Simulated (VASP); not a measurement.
# Se (Im-3m) in VASP: further runs

One crystal, Se, is run at these levels: PBE, r2SCAN; tasks: single point.

Program: VASP 6.6.1. These are calculated values, not measurements. Logs are shortened: lines on timing, memory, paths and dates and some standing lists are left out, and cuts for length are marked.

**1. The structure**

Symmetry: Im-3m, No. 229, cubic system. Conventional cell: a = 3.407 Å, b = 3.407 Å, c = 3.407 Å, α = 90.00°, β = 90.00°, γ = 90.00°. Se (site symmetry m-3m) has 8 Se at 2.95 Å as nearest neighbours.

This isn't the form of Se at room conditions, which is trigonal, of chains.

**2. Single point, PBE**

The input, INCAR:

```
SYSTEM = Se
PREC = Accurate ; ENCUT = 520
EDIFF = 1E-6 ; ISMEAR = 0
SIGMA = 0.05 ; LREAL = .False.
LASPH = .True. ; NELM = 60
ALGO = Fast ; ISIF = 2
LWAVE = .False. ; LCHARG = .False.
GGA = PE ; NBANDS = 9
```

The input, KPOINTS:

```
Automatic mesh
0
Gamma
  8 8 8
  0 0 0
```

The input, POSCAR:

```
Se
1.0
   -1.7034486149      1.7034486149      1.7034486149
    1.7034486149     -1.7034486149      1.7034486149
    1.7034486149      1.7034486149     -1.7034486149
Se
1
Direct
    0.0000000000      0.0000000000      0.0000000000
```

Potentials or basis: VASP PAW PBE potentials, release 64 (Se).

Command:

```console
cat potpaw_PBE.64/Se/POTCAR > POTCAR
mpirun -np 1 vasp_std > vasp.out
```

OUTCAR:

```text
SYSTEM = Se
   PREC = Accurate
   ENCUT = 520
   EDIFF = 1E-6
   ISMEAR = 0
   LREAL = .False.
   LASPH = .True.
   NELM = 60
   ISIF = 2
   GGA = PE

 ion  position               nearest neighbor table
   1  0.000  0.000  0.000-

  LATTYP: Found a body centered cubic cell.
 ALAT       =     3.4068972298

  Lattice vectors:

 A1 = (  -1.7034486149,   1.7034486149,   1.7034486149)
 A2 = (   1.7034486149,  -1.7034486149,   1.7034486149)
 A3 = (   1.7034486149,   1.7034486149,  -1.7034486149)

Analysis of symmetry for initial positions (statically):
=====================================================================
 Subroutine PRICEL returns:
 Original cell was already a primitive cell.

 Routine SETGRP: Setting up the symmetry group for a
 body centered cubic supercell.

 Subroutine GETGRP returns: Found 48 space group operations
 (whereof 48 operations were pure point group operations)
 out of a pool of 48 trial point group operations.

The static configuration has the point symmetry O_h .

Analysis of symmetry for dynamics (positions and initial velocities):
=====================================================================
 Subroutine PRICEL returns:
 Original cell was already a primitive cell.

 Routine SETGRP: Setting up the symmetry group for a
 body centered cubic supercell.

 Subroutine GETGRP returns: Found 48 space group operations
 (whereof 48 operations were pure point group operations)
 out of a pool of 48 trial point group operations.

The dynamic configuration has the point symmetry O_h .

 Subroutine INISYM returns: Found 48 space group operations
 (whereof 48 operations are pure point group operations),
 and found     1 'primitive' translations

----------------------------------------------------------------------------------------

                                     Primitive cell

  volume of cell :      19.7718

  direct lattice vectors                    reciprocal lattice vectors
    -1.703448615  1.703448615  1.703448615     0.000000000  0.293522209  0.293522209
     1.703448615 -1.703448615  1.703448615     0.293522209  0.000000000  0.293522209
     1.703448615  1.703448615 -1.703448615     0.293522209  0.293522209  0.000000000

  length of vectors
     2.950459549  2.950459549  2.950459549     0.415103089  0.415103089  0.415103089

  position of ions in fractional coordinates (direct lattice)
     0.000000000  0.000000000  0.000000000

  ion indices of the primitive-cell ions
   primitive index   ion index
                 1           1

----------------------------------------------------------------------------------------

 KPOINTS: Automatic mesh

Automatic generation of k-mesh.
 Grid dimensions read from file:
 generate k-points for:    8    8    8

 Generating k-lattice:

  Cartesian coordinates                     Fractional coordinates (reciprocal lattice)
     0.000000000  0.036690276  0.036690276     0.125000000  0.000000000  0.000000000
     0.036690276  0.000000000  0.036690276     0.000000000  0.125000000  0.000000000
     0.036690276  0.036690276  0.000000000     0.000000000  0.000000000  0.125000000

  Length of vectors
     0.051887886  0.051887886  0.051887886

  Shift w.r.t. Gamma in fractional coordinates (k-lattice)
     0.000000000  0.000000000  0.000000000

 Subroutine IBZKPT returns following result:
 ===========================================

 Found     29 irreducible k-points:

 Following reciprocal coordinates:
            Coordinates               Weight
  0.000000  0.000000  0.000000      1.000000
  0.125000  0.000000  0.000000     12.000000
  0.250000  0.000000  0.000000     12.000000
  0.375000  0.000000  0.000000     12.000000
  0.500000  0.000000  0.000000      6.000000
  0.125000  0.125000  0.000000     24.000000
[... 16 lines left out ...]
 -0.250000  0.250000  0.250000      6.000000
 -0.375000  0.375000  0.250000     24.000000
 [... further k-points ...]
   k-points           NKPTS =     29   k-points in BZ     NKDIM =     29   number of bands    NBANDS=      9
   number of dos      NEDOS =    301   number of ions     NIONS =      1
   total plane-waves  NPLWV =  13824
   dimension x,y,z NGX =    24 NGY =   24 NGZ =   24
   dimension x,y,z NGXF=    48 NGYF=   48 NGZF=   48
   ions per type =               1
   NGX,Y,Z   is equivalent  to a cutoff of  13.52, 13.52, 13.52 a.u.
   NGXF,Y,Z  is equivalent  to a cutoff of  27.05, 27.05, 27.05 a.u.
 SYSTEM =  Se
   PREC   = accura    normal or accurate (medium, high low for compatibility)
   ISTART =      0    job   : 0-new  1-cont  2-samecut
   ICHARG =      2    charge: 1-file 2-atom 10-const
   ISPIN  =      1    spin polarized calculation?
   LNONCOLLINEAR =      F non collinear calculations
   LSORBIT =      F    spin-orbit coupling
   LASPH  =      T    aspherical Exc in radial PAW
   ENCUT  =  520.0 eV  38.22 Ry    6.18 a.u.   5.49  5.49  5.49*2*pi/ulx,y,z
   NELM   =     60;   NELMIN=  2; NELMDL= -5     # of ELM steps
   EDIFF  = 0.1E-05   stopping-criterion for ELM
   LREAL  =      F    real-space projection
   EDIFFG = 0.1E-04   stopping-criterion for IOM
   NSW    =      0    number of steps for IOM
   IBRION =     -1    ionic relax: 0-MD 1-quasi-New 2-CG
   NFREE  =      0    steps in history (QN), initial steepest desc. (CG)
   ISIF   =      2    stress and relaxation
   ISYM   =      2    0-nonsym 1-usesym 2-fastsym
   POTIM  = 0.5000    time-step for ionic-motion
   TEBEG  =    0.0;   TEEND  =   0.0 temperature during run
   PSTRESS=    0.0 pullay stress
   NELECT =       6.0000    total number of electrons
   NUPDOWN=      -1.0000    fix difference up-down
   EMIN   =  10.00;   EMAX   =-10.00  energy-range for DOS
   EFERMI =   0.00;   METHOD = LEGACY
   ISMEAR =     0;   SIGMA  =   0.05  broadening in eV -4-tet -1-fermi 0-gaus
   EFERMI_NEDOS =   21; number of points for ismear=-14 and -15
   IALGO  =     68    algorithm
   IMIX   =      4    mixing-type and parameters
     AMIX     =   0.40;   BMIX     =  1.00
     AMIX_MAG =   1.60;   BMIX_MAG =  1.00
  volume/ion in A,a.u.               =      19.77       133.43
  Fermi-wavevector in a.u.,A,eV,Ry     =   1.100127  2.078939 16.466855  1.210280
  Thomas-Fermi vector in A             =   2.236533
   LORBIT       =      0    0 simple, 1 ext, 2 COOP (PROOUT), +10 PAW based schemes
   GGA     = PE    functional components
   LHFCALC =     F    Hartree Fock is set to
   AEXX    =    0.0000 exact exchange contribution
   IVDW    =     0    specifies the selected vdW correction
   LEPSILON=     F    determine dielectric tensor
   LRPA    =     F    only Hartree local field effects (RPA)
 non-spin polarized calculation
 RMM-DIIS sequential band-by-band and
 Gauss-broadening in eV      SIGMA  =   0.05
  energy-cutoff  :      520.00
  volume of cell :       19.77
 maximum number of plane-waves:       555
 NGX is ok and might be reduce to    24
   NGX = 11   NGY = 11   NGZ = 11

 number of electron       6.0000000 magnetization

 Free energy of the ion-electron system (eV)
  ---------------------------------------------------
  ext. energy  EPLUGINS =         0.00000000
  ---------------------------------------------------
  free energy    TOTEN  =        -2.95137612 eV

  energy without entropy =       -2.94815714  energy(sigma->0) =       -2.94976663

 E-fermi :   5.6279     XC(G=0): -10.7244

 val. band max:        5.5992447417   @ k =   0.2500   0.1250   0.0000
 cond. band min:       5.6315474068   @ k =   0.2500   0.1250   0.1250
 fundamental gap:      0.0323026651
 Fermi energy:         5.6279148965

 k-point     1 :       0.0000    0.0000    0.0000
  band No.  band energies     occupation
      1     -10.5212      2.00000
      2       8.9531      0.00000
      3       8.9531      0.00000
      4       8.9531      0.00000
      5      17.3564      0.00000
      6      18.3081      0.00000
      7      18.3081      0.00000
      8      18.3081      0.00000
      9      21.3721      0.00000

 k-point     2 :       0.1250    0.0000    0.0000
  band No.  band energies     occupation
      1     -10.1840      2.00000
      2       7.0843      0.00000
      3       8.3042      0.00000
      4       8.8269      0.00000
      5      16.8533      0.00000
      6      17.1569      0.00000
      7      19.2150      0.00000
      8      19.6838      0.00000
      9      20.3645      0.00000

 k-point     3 :       0.2500    0.0000    0.0000
  band No.  band energies     occupation
      1      -9.2133      2.00000
      2       3.6581      2.00000
      3       7.1176      0.00000
      4       8.5125      0.00000
      5      14.6541      0.00000
      6      15.5665      0.00000
      7      20.6051      0.00000
      8      20.6267      0.00000
      9      23.0408      0.00000

 k-point     4 :       0.3750    0.0000    0.0000
  band No.  band energies     occupation
      1      -7.8223      2.00000
      2       0.5035      2.00000
      3       6.2139      0.00000
      4       8.1924      0.00000
      5      13.2521      0.00000
      6      14.5170      0.00000
      7      21.7662      0.00000
      8      22.3215      0.00000
      9      26.0665      0.00000

 k-point     5 :       0.5000    0.0000    0.0000
  band No.  band energies     occupation
      1      -6.9363      2.00000
      2      -1.0047      2.00000
      3       5.8900      0.00000
      4       8.0599      0.00000
      5      12.7888      0.00000
      6      14.1589      0.00000
      7      23.3888      0.00000
      8      24.0149      0.00000
      9      24.8603      0.00000

 k-point     6 :       0.1250    0.1250    0.0000
  band No.  band energies     occupation
      1      -9.5284      2.00000
      2       4.8577      2.00000
      3       7.1962      0.00000
      4       8.2252      0.00000
      5      15.9055      0.00000
      6      16.5362      0.00000
      7      19.3025      0.00000
      8      19.6584      0.00000
      9      22.3519      0.00000
[... 169 lines left out ...]
 k-point    21 :      -0.3750   -0.3750    0.1250
  band No.  band energies     occupation
      1      -6.0190      2.00000
      2       1.0586      2.00000
      3       1.0586      2.00000
      4       7.1333      0.00000
      5      15.5225      0.00000
      6      15.6429      0.00000
      7      15.6429      0.00000
      8      25.0582      0.00000
      9      25.0582      0.00000

 k-point    22 :       0.2500    0.2500    0.2500
  band No.  band energies     occupation
      1      -6.2097      2.00000
      2       1.9690      2.00000
      3       1.9690      2.00000
      4       1.9690      2.00000
      5      21.0931      0.00000
      6      21.0931      0.00000
      7      21.0931      0.00000
      8      25.7702      0.00000
      9      25.7702      0.00000

 k-point    23 :      -0.2500    0.2500    0.2500
  band No.  band energies     occupation
      1      -7.9716      2.00000
      2       3.6040      2.00000
      3       5.1108      2.00000
      4       5.1108      2.00000
      5      12.9258      0.00000
      6      19.3934      0.00000
      7      19.9727      0.00000
      8      19.9727      0.00000
      9      21.2459      0.00000

 k-point    24 :      -0.3750    0.3750    0.2500
  band No.  band energies     occupation
      1      -6.6901      2.00000
      2       1.5466      2.00000
      3       4.1630      2.00000
      4       4.8448      2.00000
      5      12.3251      0.00000
      6      16.7118      0.00000
      7      19.5375      0.00000
      8      20.5536      0.00000
      9      25.3174      0.00000

 [... further k-points ...]

------------------------ aborting loop because EDIFF is reached ----------------------------------------

  FORCE on cell =-STRESS in cart. coord.  units (eV):
  Direction    XX          YY          ZZ          XY          YZ          ZX
  --------------------------------------------------------------------------------------
  -------------------------------------------------------------------------------------
  Total        0.2162857      0.2162857      0.2162857      0.0000000      0.0000000      0.0000000
  in kB       17.5263415     17.5263415     17.5263415      0.0000000      0.0000000      0.0000000
  external PRESSURE =      17.5263415 kB  Pullay stress =       0.0000000 kB

 VOLUME and BASIS-vectors are now :
 -----------------------------------------------------------------------------
  energy-cutoff  :      520.00
  volume of cell :       19.77
      direct lattice vectors                 reciprocal lattice vectors
    -1.703448615  1.703448615  1.703448615     0.000000000  0.293522209  0.293522209
     1.703448615 -1.703448615  1.703448615     0.293522209  0.000000000  0.293522209
     1.703448615  1.703448615 -1.703448615     0.293522209  0.293522209  0.000000000

 POSITION                                       TOTAL-FORCE (eV/Angst)
 -----------------------------------------------------------------------------------
      0.00000      0.00000      0.00000         0.000000      0.000000     -0.000000
 -----------------------------------------------------------------------------------
    total drift:                                0.000000     -0.000000     -0.000000

  FREE ENERGIE OF THE ION-ELECTRON SYSTEM (eV)
  ---------------------------------------------------
  free  energy   TOTEN  =        -2.9513761250 eV

  energy  without entropy=       -2.9481571408  energy(sigma->0) =       -2.94976663
```

Wall time 2.1 s (1 thread of Intel Xeon 6975P-C (Granite Rapids), shared host); peak memory 0.13 GiB.

Results:

- Free energy: -2.9514 eV
- Pressure: 1.8 GPa
- Band gap on the k mesh: none (metal or under the smearing width)

**3. Single point, r2SCAN**

This run uses another cell than the first one, of 20.23 Å³/atom, 1.023 times its volume.

The input, POSCAR:

```
Se
1.0
   -1.7164724451      1.7164724451      1.7164724451
    1.7164724451     -1.7164724451      1.7164724451
    1.7164724451      1.7164724451     -1.7164724451
Se
1
Direct
    0.0000000000      0.0000000000      0.0000000000
```

The input, INCAR.step1:

```
ALGO = Normal
EDIFF = 1E-4
ENCUT = 520
GGA = PE
ISMEAR = 0
LASPH = True
LCHARG = False
LREAL = False
LWAVE = True
NBANDS = 9
NELM = 100
PREC = Accurate
SIGMA = 0.05
```

The input, INCAR.step2:

```
ALGO = Normal
EDIFF = 1E-7
ENCUT = 520
ISIF = 2
ISMEAR = 0
ISTART = 1
LASPH = True
LCHARG = False
LMIXTAU = True
LREAL = False
LWAVE = False
METAGGA = R2SCAN
NBANDS = 9
NELM = 100
PREC = Accurate
SIGMA = 0.05
```

The input, KPOINTS:

```
k-points
0
Gamma
  18 18 18
```

Potentials or basis: VASP PAW PBE potentials, release 64 (Se).

Command:

```console
cat potpaw_PBE.64/Se/POTCAR > POTCAR
cp INCAR.step1 INCAR
mpirun -np 1 vasp_std > vasp.out
cp INCAR.step2 INCAR
mpirun -np 1 vasp_std > vasp.out
```

It took 40 s on 1 thread of Intel Xeon 6975P-C (Granite Rapids), shared host; peak memory 0.16 GiB.

It converged, with:

| Property | Result |
| --- | --- |
| Free energy | -13.5974 eV |
| Pressure | -0.1 GPa |
| Band gap on the k mesh | none (metal or under the smearing width) |

Levels at points of the mesh, in eV from the Fermi level:
```tsv
k point	band 1	band 2	band 3	band 4	band 5	band 6
(0.00, 0.00, 0.00)	-16.91	3.03	3.03	3.03	12.46	12.87
(0.50, 0.00, 0.00)	-13.30	-6.97	-0.12	2.21	7.59	8.76
(0.50, 0.50, 0.50)	-10.73	-3.53	-3.53	-3.53	4.63	4.63
```

Caveat: the PAW data sets were made with another functional, which shifts forces and pressure a little.
